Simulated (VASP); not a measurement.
Write the native input for VASP 6.6.1 that does the following.

- Task: optical spectrum
- Functional: TB-mBJ
- Potentials or basis: VASP PAW PBE potentials, release 64 (Ge_d)
- Cutoff: 520 eV
- k mesh: 5 × 5 × 5
- Occupations: gaussian, width 0.05 eV
- Spin: no spin polarisation
- Further INCAR settings: ALGO = Normal; EDIFF = 1e-05; NBANDS = 80

The structure of Ge lies in POSCAR:

```
Ge
 1.0000000000000000
     5.6578200000000001    0.0000000000000000    0.0000000000000000
     0.0000000000000000    5.6578200000000001    0.0000000000000000
     0.0000000000000000    0.0000000000000000    5.6578200000000001
 Ge 
   8
Cartesian
  1.4144550000000000  1.4144550000000000  1.4144550000000000
  0.0000000000000000  2.8289100000000000  2.8289100000000000
  4.2433649999999998  1.4144550000000000  4.2433649999999998
  0.0000000000000000  0.0000000000000000  0.0000000000000000
  1.4144550000000000  4.2433649999999998  4.2433649999999998
  4.2433649999999998  4.2433649999999998  1.4144550000000000
  2.8289100000000000  0.0000000000000000  2.8289100000000000
  2.8289100000000000  2.8289100000000000  0.0000000000000000
```

The input as run:

Ge.cif

```cif
data_Ge
_cell_length_a 5.65782000
_cell_length_b 5.65782000
_cell_length_c 5.65782000
_cell_angle_alpha 90.00000000
_cell_angle_beta 90.00000000
_cell_angle_gamma 90.00000000
_space_group_name_H-M_alt 'Fd-3m'
_space_group_name_Hall 'F 4d 2 3 -1d'
_space_group_IT_number 227
loop_
_space_group_symop_operation_xyz
'x,y,z'
'-y+1/4,x+1/4,z+1/4'
'-x,-y+1/2,z+1/2'
'y+3/4,-x+1/4,z+3/4'
'x,-y,-z'
'-y+1/4,-x+3/4,-z+3/4'
'-x,y+1/2,-z+1/2'
'y+3/4,x+3/4,-z+1/4'
'z,x,y'
'z+1/4,-y+1/4,x+1/4'
'z+1/2,-x,-y+1/2'
'z+3/4,y+3/4,-x+1/4'
'-z,x,-y'
'-z+3/4,-y+1/4,-x+3/4'
'-z+1/2,-x,y+1/2'
'-z+1/4,y+3/4,x+3/4'
'y,z,x'
'x+1/4,z+1/4,-y+1/4'
'-y+1/2,z+1/2,-x'
'-x+1/4,z+3/4,y+3/4'
'-y,-z,x'
'-x+3/4,-z+3/4,-y+1/4'
'y+1/2,-z+1/2,-x'
'x+3/4,-z+1/4,y+3/4'
'-x+1/4,-y+1/4,-z+1/4'
'y,-x,-z'
'x+1/4,y+3/4,-z+3/4'
'-y+1/2,x,-z+1/2'
'-x+1/4,y+1/4,z+1/4'
'y,x+1/2,z+1/2'
'x+1/4,-y+3/4,z+3/4'
'-y+1/2,-x+1/2,z'
'-z+1/4,-x+1/4,-y+1/4'
'-z,y,-x'
'-z+3/4,x+1/4,y+3/4'
'-z+1/2,-y+1/2,x'
'z+1/4,-x+1/4,y+1/4'
'z+1/2,y,x+1/2'
'z+3/4,x+1/4,-y+3/4'
'z,-y+1/2,-x+1/2'
'-y+1/4,-z+1/4,-x+1/4'
'-x,-z,y'
'y+3/4,-z+3/4,x+1/4'
'x,-z+1/2,-y+1/2'
'y+1/4,z+1/4,-x+1/4'
'x+1/2,z+1/2,y'
'-y+3/4,z+3/4,x+1/4'
'-x+1/2,z,-y+1/2'
'x,y+1/2,z+1/2'
[... 70 lines left out ...]
'x+1/4,-z+1/4,y+1/4'
'-x+3/4,-y+1/4,-z+3/4'
'y+1/2,-x,-z+1/2'
'x+3/4,y+3/4,-z+1/4'
'-y,x,-z'
'-x+3/4,y+1/4,z+3/4'
'y+1/2,x+1/2,z'
'x+3/4,-y+3/4,z+1/4'
'-y,-x+1/2,z+1/2'
'-z+3/4,-x+1/4,-y+3/4'
'-z+1/2,y,-x+1/2'
'-z+1/4,x+1/4,y+1/4'
'-z,-y+1/2,x+1/2'
'z+3/4,-x+1/4,y+3/4'
'z,y,x'
'z+1/4,x+1/4,-y+1/4'
'z+1/2,-y+1/2,-x'
'-y+3/4,-z+1/4,-x+3/4'
'-x+1/2,-z,y+1/2'
'y+1/4,-z+3/4,x+3/4'
'x+1/2,-z+1/2,-y'
'y+3/4,z+1/4,-x+3/4'
'x,z+1/2,y+1/2'
'-y+1/4,z+3/4,x+3/4'
'-x,z,-y'
'x+1/2,y+1/2,z'
'-y+3/4,x+3/4,z+1/4'
'-x+1/2,-y,z+1/2'
'y+1/4,-x+3/4,z+3/4'
'x+1/2,-y+1/2,-z'
'-y+3/4,-x+1/4,-z+3/4'
'-x+1/2,y,-z+1/2'
'y+1/4,x+1/4,-z+1/4'
'z+1/2,x+1/2,y'
'z+3/4,-y+3/4,x+1/4'
'z,-x+1/2,-y+1/2'
'z+1/4,y+1/4,-x+1/4'
'-z+1/2,x+1/2,-y'
'-z+1/4,-y+3/4,-x+3/4'
'-z,-x+1/2,y+1/2'
'-z+3/4,y+1/4,x+3/4'
'y+1/2,z+1/2,x'
'x+3/4,z+3/4,-y+1/4'
'-y,z,-x'
'-x+3/4,z+1/4,y+3/4'
'-y+1/2,-z+1/2,x'
'-x+1/4,-z+1/4,-y+1/4'
'y,-z,-x'
'x+1/4,-z+3/4,y+3/4'
'-x+3/4,-y+3/4,-z+1/4'
'y+1/2,-x+1/2,-z'
'x+3/4,y+1/4,-z+3/4'
'-y,x+1/2,-z+1/2'
'-x+3/4,y+3/4,z+1/4'
'y+1/2,x,z+1/2'
'x+3/4,-y+1/4,z+3/4'
'-y,-x,z'
'-z+3/4,-x+3/4,-y+1/4'
'-z+1/2,y+1/2,-x'
'-z+1/4,x+3/4,y+3/4'
'-z,-y,x'
'z+3/4,-x+3/4,y+1/4'
'z,y+1/2,x+1/2'
'z+1/4,x+3/4,-y+3/4'
'z+1/2,-y,-x+1/2'
'-y+3/4,-z+3/4,-x+1/4'
'-x+1/2,-z+1/2,y'
'y+1/4,-z+1/4,x+1/4'
'x+1/2,-z,-y+1/2'
'y+3/4,z+3/4,-x+1/4'
'x,z,y'
'-y+1/4,z+1/4,x+1/4'
'-x,z+1/2,-y+1/2'
loop_
_atom_site_label
_atom_site_type_symbol
_atom_site_symmetry_multiplicity
_atom_site_Wyckoff_symbol
_atom_site_fract_x
_atom_site_fract_y
_atom_site_fract_z
_atom_site_occupancy
Ge1 Ge 8 a 0.2500000000 0.2500000000 0.2500000000 1
```

INCAR.step1

```
SYSTEM = Ge
ALGO = Normal
EDIFF = 1E-5
ENCUT = 520
GGA = PE
ISIF = 2
ISMEAR = 0
LASPH = .TRUE.
LCHARG = .FALSE.
LREAL = .FALSE.
LWAVE = .TRUE.
NBANDS = 80
NELM = 80
PREC = Accurate
SIGMA = 0.05
```

INCAR.step2

```
SYSTEM = Ge
ALGO = Normal
CSHIFT = 0.1
EDIFF = 1E-5
ENCUT = 520
ISIF = 2
ISMEAR = 0
ISTART = 1
LASPH = .TRUE.
LCHARG = .FALSE.
LOPTICS = .TRUE.
LREAL = .FALSE.
LWAVE = .FALSE.
METAGGA = MBJ
NBANDS = 80
NEDOS = 1000
NELM = 80
PREC = Accurate
SIGMA = 0.05
```

KPOINTS

```
k-points
0
G
  5 5 5
  0 0 0
```

Potentials or basis: VASP PAW PBE potentials, release 64 (Ge_d).

Run with:

```sh
$ ase convert -i cif -o vasp Ge.cif POSCAR
$ cat potpaw_PBE.64/Ge_d/POTCAR > POTCAR
$ cp INCAR.step1 INCAR
$ mpirun -np 1 vasp_std > vasp.out
$ cp INCAR.step2 INCAR
$ mpirun -np 1 vasp_std > vasp.out
```

Results of the run:

```
Band gap on the k mesh : 0.77 eV
```

Caveat: spectra need much finer meshes, so this one isn't converged; independent-particle spectra lack excitons; an odd mesh through Γ misses points on the zone boundary, where band edges often lie.

It took 6.4 min on 1 thread of AMD EPYC 7R13 Processor (Zen 3), with other jobs on the host, peak memory 0.41 GiB.
